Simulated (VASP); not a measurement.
# BAs (F-43m) in VASP: further runs, part 2 of 2

VASP 6.6.1. The steps go on from the part before.

## 5. Relaxation of cell and atoms, PBE

This run uses another cell than the first one, of 13.97 Å³/atom, 1.025 times its volume.

The input, INCAR:

```
SYSTEM = BAs
PREC = Accurate
ENCUT = 300
EDIFF = 1E-7
ISMEAR = 0
SIGMA = 0.03
LREAL = .False.
LASPH = .True.
NELM = 80
ALGO = Normal
ISIF = 3
LWAVE = .False.
LCHARG = .False.
GGA = PE
IBRION = 2
NSW = 90
EDIFFG = -0.005
```

The input, KPOINTS:

```
regular mesh
0
Gamma
  5 5 5
  0 0 0
```

The input, POSCAR:

```
BAs                                     
1.0
   -0.0000000000      2.4084123478      2.4084123478
    2.4084123478      0.0000000000      2.4084123478
    2.4084123478      2.4084123478      0.0000000000
  B               As            
     1     1
Direct
     0.0000000000000000    0.0000000000000000    0.0000000000000000
     0.2500000000000000    0.2500000000000000    0.2500000000000000
```

Potentials or basis: VASP PAW PBE potentials, release 64 (B_s, As).

Run with:

```bash
$ cat potpaw_PBE.64/B_s/POTCAR potpaw_PBE.64/As/POTCAR > POTCAR
$ mpirun -np 1 vasp_std > vasp.out
```

OUTCAR:

```text
SYSTEM = BAs
   PREC = Accurate
   ENCUT = 300
   EDIFF = 1E-7
   ISMEAR = 0
   LREAL = .False.
   LASPH = .True.
   NELM = 80
   ISIF = 3
   GGA = PE
   IBRION = 2
   NSW = 90
   EDIFFG = -0.005

 ion  position               nearest neighbor table
   1  0.000  0.000  0.000-   2 2.09   2 2.09   2 2.09   2 2.09
   2  0.250  0.250  0.250-   1 2.09   1 2.09   1 2.09   1 2.09

  LATTYP: Found a face centered cubic cell.
 ALAT       =     4.8168246956

  Lattice vectors:

 A1 = (   0.0000000000,   2.4084123478,   2.4084123478)
 A2 = (   2.4084123478,   0.0000000000,   2.4084123478)
 A3 = (   2.4084123478,   2.4084123478,   0.0000000000)

Analysis of symmetry for initial positions (statically):
=====================================================================
 Subroutine PRICEL returns:
 Original cell was already a primitive cell.

 Routine SETGRP: Setting up the symmetry group for a
 face centered cubic supercell.

[... 155 lines left out ...]
 val. band max:        6.4028680149   @ k =   0.0000   0.0000   0.0000
 cond. band min:       7.5981350145   @ k =   0.4000   0.4000   0.0000
 fundamental gap:      1.1952669996
 Fermi energy:         6.5343748586

 k-point     1 :       0.0000    0.0000    0.0000
  band No.  band energies     occupation
      1      -8.7806      2.00000
      2       6.4029      2.00000
      3       6.4029      2.00000
      4       6.4029      2.00000
      5       9.6416      0.00000
      6       9.6417      0.00000
      7       9.6417      0.00000
      8      10.7712      0.00000
[... 89 lines left out ...]
 k-point    10 :      -0.4000    0.4000    0.2000
  band No.  band energies     occupation
      1      -5.1737      2.00000
      2      -1.1317      2.00000
      3       1.0706      2.00000
      4       2.3489      2.00000
      5      10.7810      0.00000
      6      11.6488      0.00000
      7      12.4033      0.00000
      8      15.8793      0.00000

------------------------ aborting loop because EDIFF is reached ----------------------------------------

  FORCE on cell =-STRESS in cart. coord.  units (eV):
  Direction    XX          YY          ZZ          XY          YZ          ZX
  --------------------------------------------------------------------------------------
  -------------------------------------------------------------------------------------
  Total        0.0052852      0.0052852      0.0052852     -0.0000000     -0.0000000      0.0000000
  in kB        0.3030757      0.3030757      0.3030757     -0.0000000     -0.0000000      0.0000000
  external PRESSURE =       0.3030757 kB  Pullay stress =       0.0000000 kB

 VOLUME and BASIS-vectors are now :
 -----------------------------------------------------------------------------
  energy-cutoff  :      300.00
  volume of cell :       27.94
      direct lattice vectors                 reciprocal lattice vectors
     0.000000000  2.408412348  2.408412348    -0.207605645  0.207605645  0.207605645
     2.408412348  0.000000000  2.408412348     0.207605645 -0.207605645  0.207605645
     2.408412348  2.408412348  0.000000000     0.207605645  0.207605645 -0.207605645

 POSITION                                       TOTAL-FORCE (eV/Angst)
 -----------------------------------------------------------------------------------
      0.00000      0.00000      0.00000        -0.000000     -0.000000     -0.000000
      1.20421      1.20421      1.20421         0.000000      0.000000      0.000000
 -----------------------------------------------------------------------------------
    total drift:                                0.000000      0.000000      0.000000

  FREE ENERGIE OF THE ION-ELECTRON SYSTEM (eV)
  ---------------------------------------------------
  free  energy   TOTEN  =       -11.3488168241 eV

  energy  without entropy=      -11.3488168241  energy(sigma->0) =      -11.34881682

 reached required accuracy - stopping structural energy minimisation
```

OSZICAR:

```text
N       E                     dE             d eps       ncg     rms          rms(c)
DAV:   1     0.105505940604E+02    0.10551E+02   -0.24587E+03   160   0.542E+02
DAV:   2    -0.116301950838E+02   -0.22181E+02   -0.21265E+02   272   0.108E+02
DAV:   3    -0.119680038311E+02   -0.33781E+00   -0.33781E+00   160   0.159E+01
DAV:   4    -0.119696547051E+02   -0.16509E-02   -0.16509E-02   272   0.281E+00
DAV:   5    -0.119696559110E+02   -0.12058E-05   -0.12058E-05   168   0.196E-02    0.527E+00
DAV:   6    -0.114096067555E+02    0.56005E+00   -0.19004E+00   248   0.136E+01    0.289E+00
DAV:   7    -0.113547124186E+02    0.54894E-01   -0.17152E-01   272   0.354E+00    0.132E+00
DAV:   8    -0.113482527002E+02    0.64597E-02   -0.21479E-02   192   0.104E+00    0.114E-01
DAV:   9    -0.113486448771E+02   -0.39218E-03   -0.48666E-04   208   0.184E-01    0.571E-02
DAV:  10    -0.113488131269E+02   -0.16825E-03   -0.27074E-04   184   0.128E-01    0.156E-02
DAV:  11    -0.113488162590E+02   -0.31321E-05   -0.55810E-06   232   0.214E-02    0.115E-02
DAV:  12    -0.113488167867E+02   -0.52770E-06   -0.26241E-06   192   0.138E-02    0.271E-03
DAV:  13    -0.113488168241E+02   -0.37392E-07   -0.86687E-08   168   0.198E-03
   1 F= -.11348817E+02 E0= -.11348817E+02  d E =-.113488E+02
```

CONTCAR:

```text
BAs
   1.00000000000000
     0.0000000000000000    2.4084123478000001    2.4084123478000001
     2.4084123478000001    0.0000000000000000    2.4084123478000001
     2.4084123478000001    2.4084123478000001    0.0000000000000000
  B               As
     1     1
Direct
     0.0000000000000000    0.0000000000000000    0.0000000000000000
     0.2500000000000000    0.2500000000000000    0.2500000000000000

  0.00000000E+00  0.00000000E+00  0.00000000E+00
  0.00000000E+00  0.00000000E+00  0.00000000E+00
```

Run time: 2.6 s. Hardware: 1 thread of Intel Xeon Platinum 8488C (Sapphire Rapids), shared host; peak memory 0.12 GiB.

The run converged, but some of its settings lie outside the range that counts as converged, so its numbers aren't taken as properties of the crystal.

Results:

```yaml
Free_energy: -11.3488 eV
Band_gap_on_the_k_mesh: 1.20 eV, indirect (least direct gap 3.24 eV)
```

Caveat: the k mesh is coarse (spacing up to 0.45 Å⁻¹), so the values aren't converged; the cutoff is under 1.25 times the usual one of these potentials, so pressure, stress and relaxed cells hold a basis-set (Pulay) error; the relaxation stopped at its first step, so nothing moved; an odd mesh through Γ misses points on the zone boundary, where band edges often lie.
